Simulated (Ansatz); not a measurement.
# CaS in the rocksalt structure, explained

**What was measured.** A cell as deposited of cubic CaS (space group Fm-3m), temperature not stated, from the Crystallography Open Database (1963), has a = 5.690 Å and 23.03 Å³/atom.

Computed with Ansatz (plane waves, PAW, 420 eV cutoff): PBE, scalar-relativistic, no spin polarisation, Γ-centred 10×10×10 mesh, 0.05 eV Gaussian smearing; PAW files: Ansatz's generated set soft_2.

The start was a prototype's sites filled with these elements; the Crystallography Open Database holds the compound in this structure.

The relaxed structure (symmetry read at 0.01 Å). It takes space group Fm-3m (No. 225, cubic). The conventional cell has a = 5.712 Å, b = 5.712 Å, c = 5.712 Å, α = 90.00°, β = 90.00°, γ = 90.00°. Ca (site symmetry m-3m) is surrounded by 6 S at 2.86 Å. S (site symmetry m-3m) is surrounded by 6 Ca at 2.86 Å. (Neighbours are counted to 15 % beyond the shortest distance.)

**Question.** Should it be a metal or an insulator?

**Answer.** Formal charges Ca²⁺, S²⁻ balance and leave closed shells on every ion, so a band insulator is expected, and the gap is 2.38 eV.

**Question.** What fixes the bond lengths?

**Answer.** Shannon's ionic radii give a check on the bond lengths: Ca²⁺ with 6 neighbours 1.00 Å + S²⁻ 1.84 Å = 2.84 Å against a computed mean of 2.86 Å. Sums and bonds agree within 3 %, so ion sizes set the bond lengths.

**Question.** How ionic is it?

**Answer.** Bader charges against formal ones: Ca +1.47 (+2), S −1.47 (−2). The cations give up 74 % of the formal charge; Bader charges stay under formal ones because the anions' density reaches into the cations' basins.

**Question.** How stiff is it, in energy terms?

**Answer.** B0·V0 = 57.0 GPa × 23.29 Å³ = 8.28 eV/atom sets the scale: near the minimum ΔE ≈ ½ B0 V0 x², with x = V/V0 − 1, and a pressure of 0.6 GPa squeezes the volume by about 1 %. At the ends of the curve: x = −5.5 % predicts 12.4 meV/atom and the run gives 13.6; x = +10.0 % predicts 41.8 meV/atom and the run gives 35.4. The curve is steeper than the parabola on the compressed side and flatter on the expanded side: the bulk modulus rises with pressure.

**Question.** Which Debye temperature follows from the elastic moduli?

**Answer.** K = 57 GPa and G = 39 GPa (Hill). With a density of 2.570 g/cm³ (mean mass 36.1 u, 23.30 Å³/atom), K = 56.9 and G = 39.3 GPa from the unrounded constants, v_l = √((K + 4G/3)/ρ) = 6520 m/s and v_t = √(G/ρ) = 3910 m/s. The mean [(1/v_l³ + 2/v_t³)/3]^(−1/3) is 4320 m/s, and θ_D = (ħ/k_B)(6π²/V)^(1/3) v_m ≈ 450 K, with V the volume an atom.

All results together:

| Quantity | Value |
| --- | --- |
| Volume | 23.30 Å³/atom |
| Band gap | 2.38 eV |
| Smallest direct gap | 3.18 eV |
| Bader charges | Ca 1.47; S -1.47 e |
| Formation energy from the elements (0 K, uncorrected) | -2.17 eV/atom |
| Bulk modulus (Birch–Murnaghan) | 57 GPa |
| Pressure derivative B0′ | 4.1 |
| Shear modulus (Hill) | 39 GPa |
| Young's modulus | 96 GPa |
| Poisson's ratio | 0.22 |
| Elastically stable | yes |

**Against experiment.** PBE gives 5.712 Å and 23.30 Å³/atom, +1.2 % in volume (+0.4 % in length) from the database's cell. PBE usually overestimates volumes by a few per cent. The static lattice also lacks zero-point motion and thermal expansion, roughly 0.9 to 2.3 % in volume at 300 K (room temperature assumed) by Grüneisen's rule, γ·3k_BT/(B0·V0) with γ of 1 to 2.5, so its own overestimate is larger than the figure.

Kohn–Sham gaps of semilocal functionals lie under measured ones, often by a third or more.
